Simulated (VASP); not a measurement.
A run of VASP 6.6.1 is set up as follows.

The input INCAR:

```
SYSTEM = Na
PREC     = Accurate       ! precision mode
ENCUT    = 520            ! plane-wave cutoff, eV
EDIFF    = 1E-6           ! SCF threshold, eV
ISMEAR   = 0              ! smearing method
SIGMA    = 0.1            ! smearing width, eV
LREAL    = .False.        ! projectors in reciprocal space
LASPH    = .True.         ! aspherical terms in the spheres
NELM     = 80             ! most SCF steps
ALGO     = Normal         ! electronic algorithm
ISIF     = 2              ! what is computed and relaxed
LWAVE    = .False.        ! write WAVECAR
LCHARG   = .False.        ! write CHGCAR
GGA      = PE             ! functional
NBANDS   = 10             ! bands
```

The input KPOINTS:

```
Automatic mesh
0
Gamma
  12 12 12
  0 0 0
```

Contents of POSCAR:

```
Na
1.0
   -2.4100169829      2.4100169829      2.4100169829
    2.4100169829     -2.4100169829      2.4100169829
    2.4100169829      2.4100169829     -2.4100169829
Na
1
Direct
    0.0000000000      0.0000000000      0.0000000000
```

Potentials or basis: VASP PAW PBE potentials, release 64 (Na_pv).

Launch:

```bash
$ cat potpaw_PBE.64/Na_pv/POTCAR > POTCAR
$ mpirun -np 1 vasp_std > vasp.out
```

What does it give for the pressure?

-1.5 GPa.

Estimate the band gap on the k mesh.

none (metal or under the smearing width).
